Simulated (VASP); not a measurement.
# ZnSe (Stilleite) (F-43m) in VASP: further runs

Runs on ZnSe (Stilleite). Level: LDA. Tasks: dielectric tensor.

Program: VASP 6.6.1. These are calculated values, not measurements. Logs are shortened: lines on timing, memory, paths and dates and some standing lists are left out, and cuts for length are marked.

## 1. The structure

Symmetry: F-43m, No. 216, cubic system. The conventional cell has a = 5.668 Å, b = 5.668 Å, c = 5.668 Å, α = 90.00°, β = 90.00°, γ = 90.00°. Se (site symmetry -43m) has 4 Zn at 2.45 Å as nearest neighbours. Zn (site symmetry -43m) has 4 Se at 2.45 Å as nearest neighbours.

## 2. Dielectric tensor, LDA

Input file INCAR:

```
  PREC = Accurate
  ENCUT = 350
  EDIFF = 1E-8
  ISMEAR = 0
  SIGMA = 0.01
  LREAL = F
  LASPH = T
  NELM = 100
  ALGO = Normal
  ISIF = 2
  LWAVE = F
  LCHARG = F
  LEPSILON = T
```

Input file KPOINTS:

```
regular mesh
0
Gamma
  5 5 5
```

Input file POSCAR:

```
ZnSe
1.0
    0.0000000000      2.8338000000      2.8338000000
    2.8338000000      0.0000000000      2.8338000000
    2.8338000000      2.8338000000      0.0000000000
Se Zn
1 1
Direct
    0.7500000000      0.7500000000      0.7500000000
    0.0000000000      0.0000000000      0.0000000000
```

Potentials or basis: VASP PAW LDA potentials, release 64 (Se, Zn).

Command:

```sh
$ cat potpaw_LDA.64/Se/POTCAR potpaw_LDA.64/Zn/POTCAR > POTCAR
$ mpirun -np 1 vasp_std > vasp.out
```

OUTCAR:

```text
PREC = Accurate
   ENCUT = 350
   EDIFF = 1E-8
   ISMEAR = 0
   LREAL = F
   LASPH = T
   NELM = 100
   ISIF = 2
   LEPSILON = T

 Found     10 irreducible k-points:

 Following reciprocal coordinates:
            Coordinates               Weight
  0.000000  0.000000  0.000000      1.000000
  0.200000  0.000000  0.000000      8.000000
  0.400000  0.000000  0.000000      8.000000
  0.200000  0.200000  0.000000      6.000000
  0.400000  0.200000  0.000000     24.000000
 -0.400000  0.200000  0.000000     24.000000
   k-points           NKPTS =     10   k-points in BZ     NKDIM =     10   number of bands    NBANDS=     13
   number of dos      NEDOS =    301   number of ions     NIONS =      2
   total plane-waves  NPLWV =  13824
   dimension x,y,z NGX =    24 NGY =   24 NGZ =   24
   dimension x,y,z NGXF=    48 NGYF=   48 NGZF=   48
   ions per type =               1   1
   NGX,Y,Z   is equivalent  to a cutoff of   9.96,  9.96,  9.96 a.u.
   NGXF,Y,Z  is equivalent  to a cutoff of  19.91, 19.91, 19.91 a.u.
 SYSTEM =  unknown system
   PREC   = accura    normal or accurate (medium, high low for compatibility)
   ISTART =      0    job   : 0-new  1-cont  2-samecut
   ICHARG =      2    charge: 1-file 2-atom 10-const
   ISPIN  =      1    spin polarized calculation?
   LNONCOLLINEAR =      F non collinear calculations
   LSORBIT =      F    spin-orbit coupling
   LASPH  =      T    aspherical Exc in radial PAW
   ENCUT  =  350.0 eV  25.72 Ry    5.07 a.u.   6.11  6.11  6.11*2*pi/ulx,y,z
   NELM   =    100;   NELMIN=  2; NELMDL= -5     # of ELM steps
   EDIFF  = 0.1E-07   stopping-criterion for ELM
   LREAL  =      F    real-space projection
   EDIFFG = 0.1E-06   stopping-criterion for IOM
   NSW    =      0    number of steps for IOM
   IBRION =     -1    ionic relax: 0-MD 1-quasi-New 2-CG
   NFREE  =      0    steps in history (QN), initial steepest desc. (CG)
   ISIF   =      2    stress and relaxation
   ISYM   =      2    0-nonsym 1-usesym 2-fastsym
   POTIM  = 0.5000    time-step for ionic-motion
   TEBEG  =    0.0;   TEEND  =   0.0 temperature during run
   PSTRESS=    0.0 pullay stress
   NELECT =      18.0000    total number of electrons
   NUPDOWN=      -1.0000    fix difference up-down
   EMIN   =  10.00;   EMAX   =-10.00  energy-range for DOS
   EFERMI =   0.00;   METHOD = LEGACY
   ISMEAR =     0;   SIGMA  =   0.01  broadening in eV -4-tet -1-fermi 0-gaus
   EFERMI_NEDOS =   21; number of points for ismear=-14 and -15
   IALGO  =     38    algorithm
   IMIX   =      4    mixing-type and parameters
     AMIX     =   0.40;   BMIX     =  1.00
     AMIX_MAG =   1.60;   BMIX_MAG =  1.00
  volume/ion in A,a.u.               =      22.76       153.57
  Fermi-wavevector in a.u.,A,eV,Ry     =   1.201673  2.270834 19.647073  1.444019
  Thomas-Fermi vector in A             =   2.337476
   LORBIT       =      0    0 simple, 1 ext, 2 COOP (PROOUT), +10 PAW based schemes
   GGA     = CA    functional components
   LHFCALC =     F    Hartree Fock is set to
   AEXX    =    0.0000 exact exchange contribution
   IVDW    =     0    specifies the selected vdW correction
   LEPSILON=     T    determine dielectric tensor
   LRPA    =     F    only Hartree local field effects (RPA)
 non-spin polarized calculation
 Gauss-broadening in eV      SIGMA  =   0.01
  energy-cutoff  :      350.00
  volume of cell :       45.51
 maximum number of plane-waves:       687
   NGX = 13   NGY = 13   NGZ = 13

--------------------------------------- Ionic step        1  -------------------------------------------

 number of electron      17.9999993 magnetization

 E-fermi :   1.6100     XC(G=0):  -9.6965

 val. band max:        1.5211341671   @ k =   0.0000   0.0000   0.0000
 cond. band min:       2.5792438254   @ k =   0.0000   0.0000   0.0000
 fundamental gap:      1.0581096583
 Fermi energy:         1.6099688815

 k-point     1 :       0.0000    0.0000    0.0000
  band No.  band energies     occupation
      1     -11.7700      2.00000
      2      -5.1531      2.00000
      3      -5.1531      2.00000
      4      -5.1531      2.00000
      5      -4.7939      2.00000
      6      -4.7939      2.00000
      7       1.5211      2.00000
      8       1.5211      2.00000
      9       1.5211      2.00000
     10       2.5792      0.00000
     11       7.2101      0.00000
     12       7.2101      0.00000
     13       7.2101      0.00000

 k-point     2 :       0.2000    0.0000    0.0000
  band No.  band energies     occupation
      1     -11.5236      2.00000
      2      -5.1238      2.00000
      3      -5.1178      2.00000
      4      -5.1178      2.00000
      5      -4.7955      2.00000
      6      -4.7955      2.00000
      7      -0.9221      2.00000
      8       1.1752      2.00000
      9       1.1752      2.00000
     10       4.0251      0.00000
     11       7.4528      0.00000
     12       7.7253      0.00000
     13       7.7253      0.00000

 k-point     3 :       0.4000    0.0000    0.0000
  band No.  band energies     occupation
      1     -11.0627      2.00000
      2      -5.0733      2.00000
      3      -5.0733      2.00000
      4      -4.8349      2.00000
      5      -4.7811      2.00000
      6      -4.7811      2.00000
      7      -3.2733      2.00000
      8       0.7149      2.00000
      9       0.7149      2.00000
     10       3.9368      0.00000
     11       7.8417      0.00000
     12       7.8417      0.00000
     13       9.5511      0.00000

 k-point     4 :       0.2000    0.2000    0.0000
  band No.  band energies     occupation
      1     -11.4411      2.00000
      2      -5.1653      2.00000
      3      -5.0809      2.00000
      4      -5.0809      2.00000
      5      -4.8172      2.00000
      6      -4.7775      2.00000
      7      -0.8371      2.00000
      8       0.5927      2.00000
      9       0.5927      2.00000
     10       5.0247      0.00000
     11       5.7360      0.00000
     12       8.7478      0.00000
     13       8.7478      0.00000

 k-point     5 :       0.4000    0.2000    0.0000
  band No.  band energies     occupation
      1     -11.0422      2.00000
      2      -5.0944      2.00000
      3      -5.0216      2.00000
      4      -4.9692      2.00000
      5      -4.7752      2.00000
      6      -4.7667      2.00000
      7      -2.5763      2.00000
      8      -0.2577      2.00000
      9       0.1158      2.00000
     10       5.1714      0.00000
     11       6.5962      0.00000
     12       8.4204      0.00000
     13       9.3285      0.00000

 k-point     6 :      -0.4000    0.2000    0.0000
  band No.  band energies     occupation
      1     -10.8684      2.00000
      2      -5.0588      2.00000
      3      -5.0200      2.00000
      4      -4.8205      2.00000
      5      -4.7858      2.00000
      6      -4.6113      2.00000
      7      -3.4291      2.00000
      8      -0.9094      2.00000
      9       0.2984      2.00000
     10       5.2300      0.00000
     11       7.2854      0.00000
     12       8.8521      0.00000
     13       9.6663      0.00000

 [... further k-points ...]

  FORCE on cell =-STRESS in cart. coord.  units (eV):
  Direction    XX          YY          ZZ          XY          YZ          ZX
  --------------------------------------------------------------------------------------
  -------------------------------------------------------------------------------------
  Total       -0.9207388     -0.9207388     -0.9207388      0.0000000      0.0000000     -0.0000000
  in kB      -32.4122687    -32.4122687    -32.4122687      0.0000000      0.0000000     -0.0000000
  external PRESSURE =     -32.4122687 kB  Pullay stress =       0.0000000 kB

 VOLUME and BASIS-vectors are now :
 -----------------------------------------------------------------------------
  energy-cutoff  :      350.00
  volume of cell :       45.51
      direct lattice vectors                 reciprocal lattice vectors
     0.000000000  2.833800000  2.833800000    -0.176441527  0.176441527  0.176441527
     2.833800000  0.000000000  2.833800000     0.176441527 -0.176441527  0.176441527
     2.833800000  2.833800000  0.000000000     0.176441527  0.176441527 -0.176441527

 POSITION                                       TOTAL-FORCE (eV/Angst)
 -----------------------------------------------------------------------------------
      4.25070      4.25070      4.25070        -0.000000      0.000000     -0.000000
      0.00000      0.00000      0.00000         0.000000     -0.000000      0.000000
 -----------------------------------------------------------------------------------
    total drift:                                0.000003      0.000003      0.000002

  FREE ENERGIE OF THE ION-ELECTRON SYSTEM (eV)
  ---------------------------------------------------
  free  energy   TOTEN  =        -7.3287315244 eV

  energy  without entropy=       -7.3287315244  energy(sigma->0) =       -7.32873152

 HEAD OF MICROSCOPIC STATIC DIELECTRIC TENSOR (INDEPENDENT PARTICLE, excluding Hartree and local field effects)
 ------------------------------------------------------
          13.720595     0.000000    -0.000000
          -0.000000    13.720595     0.000000
           0.000000    -0.000000    13.720595
 ------------------------------------------------------

 Free energy of the ion-electron system (eV)
  ---------------------------------------------------
  ---------------------------------------------------
  free energy    TOTEN  =        -1.60193754 eV

  energy without entropy =       -1.60193754

------------------------ aborting loop because EDIFF is reached ----------------------------------------

--------------------------------------- Ionic step        2  -------------------------------------------

------------------------ aborting loop because EDIFF is reached ----------------------------------------

--------------------------------------- Ionic step        3  -------------------------------------------

 Free energy of the ion-electron system (eV)
  ---------------------------------------------------
  ---------------------------------------------------
  free energy    TOTEN  =        -1.60192300 eV

  energy without entropy =       -1.60192300

------------------------ aborting loop because EDIFF is reached ----------------------------------------

 PIEZOELECTRIC TENSOR FIELD DIRECTION 3  (e Angst)
 -----------------------------------------------------------------------------
    -0.00075  2.48262  0.00000           (  0.00000 -0.05331  0.00000)
     2.48262 -0.00075  0.00000           ( -0.05331  0.00000  0.00000)
     0.00000  0.00000  0.00025           (  0.00000  0.00000 -0.00000)

 PIEZOELECTRIC TENSOR FIELD DIRECTION 3  (C/m^2)
 -----------------------------------------------------------------------------
    -0.00027  0.87394  0.00000
     0.87394 -0.00027  0.00000
     0.00000  0.00000  0.00009

 MACROSCOPIC STATIC DIELECTRIC TENSOR (including local field effects in DFT)
 ------------------------------------------------------
          13.216350     0.000000     0.000000
           0.000000    13.216350     0.000000
          -0.000000    -0.000000    13.216350
 ------------------------------------------------------

 PIEZOELECTRIC TENSOR (including local field effects)  for field in x, y, z        (e  Angst)
          XX          YY          ZZ          XY          YZ          ZX
  --------------------------------------------------------------------------------
  x     0.00000    -0.00000    -0.00000     0.00000     2.52372    -0.00000
  y     0.00000     0.00000     0.00000    -0.00000     0.00000     2.52372
  z     0.00000     0.00000     0.00000     2.52372    -0.00000     0.00000

 PIEZOELECTRIC TENSOR (including local field effects)  for field in x, y, z        (C/m^2)
          XX          YY          ZZ          XY          YZ          ZX
  --------------------------------------------------------------------------------
  x     0.00000    -0.00000    -0.00000     0.00000     0.88841    -0.00000
  y     0.00000     0.00000     0.00000    -0.00000     0.00000     0.88841
  z     0.00000     0.00000     0.00000     0.88841    -0.00000     0.00000

 BORN EFFECTIVE CHARGES (including local field effects) (in |e|, cummulative output)
 ---------------------------------------------------------------------------------
 ion    1
    1    -2.41147     0.00000     0.00000
    2    -0.00000    -2.41147     0.00000
    3    -0.00000    -0.00000    -2.41147
 ion    2
    1     2.41147     0.00000    -0.00000
    2     0.00000     2.41147    -0.00000
    3     0.00000     0.00000     2.41147
```

Wall time 38 s (1 thread of AMD EPYC 9R14 (Zen 4), shared host); peak memory 0.11 GiB.

These settings aren't checked as converged: the numbers below hold their error.

What came out:

```
Band gap on the k mesh                  : 1.06 eV, direct
Electronic dielectric tensor (diagonal) : 13.22
Born charges (mean of the diagonal)     : Se -2.41; Zn +2.41 e
```

(Part 1 of 3 ends here.)
